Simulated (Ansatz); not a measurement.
# Y: element swaps in one structure

One table from this session's results is given with a row withheld; the runs are named, their logs left out.

Computed with Ansatz 0.2.0 (DFT PBE, scalar-relativistic, plane waves, PAW, unless a step's input says otherwise).

## The system as given

The structure is hexagonal, space group P6_3/mmc (No. 194). The conventional cell has a = 3.656 Å, b = 3.656 Å, c = 5.674 Å, α = 90.00°, β = 90.00°, γ = 120.00°. Around Y (site symmetry -6m2) lie 12 Y at 3.54 to 3.66 Å.

Coordinates:

```
Y
1.0
     3.65648    0.00000    0.00000
    -1.82824    3.16661    0.00000
     0.00000    0.00000    5.67401
Y
2
Direct
  0.33333 0.66667 0.25000
  0.66667 0.33333 0.75000
```

This cell was relaxed beforehand with the same method: volume 32.85 Å³/atom, gap on the mesh none (metal).

Set-up of the first run:

input.yaml

```yaml
crystal:
  lattice:
    - [2.843362594, 0.0, 0.0]
    - [-1.421681297, 2.4624242386, 0.0]
    - [0.0, 0.0, 4.4122423927]
  atoms:
    - { symbol: Fe, position: [0.3333333333, 0.6666666667, 0.25], spin: 4.0 }
    - { symbol: Fe, position: [0.6666666667, 0.3333333333, 0.75], spin: 4.0 }
basis:
  ecutwfc: 420
kpoints:
  mp_grid: { grid: [9, 9, 4] }
hamiltonian:
  xc: pbe
scf:
  occupations: { method: gaussian, width: 0.1 }
  lower_state_search: "off"
output:
  forces: true
  stress: true
  eigenvalues: true
  populations: true
magnetization:
  spin_polarized: true
```

Among the steps run: Probe: one point at the start (Fe); Rough relaxation on the coarse mesh (Fe); Relaxing cell and atoms (Fe).

One of the session's tables, all rows but one given; the rest of the session is left out.

It belongs to the step «The crystals compared». Lengths are those of the vectors of the cell that was run:

```
  swap  volume (Å³/atom)  a (Å)  b (Å)  c (Å)
  none             32.85  3.656  3.656  5.674
Y → Ga             19.10  3.015  3.015  4.854
Y → Sb                 ?      ?      ?      ?
Y → In             27.72  3.398  3.398  5.543
Y → Zr             23.40  3.232  3.232  5.172
Y → Sc             24.65  3.320  3.320  5.164
Y → Fe             12.07  2.524  2.524  4.374
```

**Question.** Estimate the row for Y → Sb.

**Answer.** volume (Å³/atom): 27.44; a (Å): 3.363; b (Å): 3.363; c (Å): 5.602. In the column «volume (Å³/atom)» it lies between Y → Sc (24.65) and Y → In (27.72).

Lengths are those of the computed cell. Rows of earlier swaps come from the sessions before.
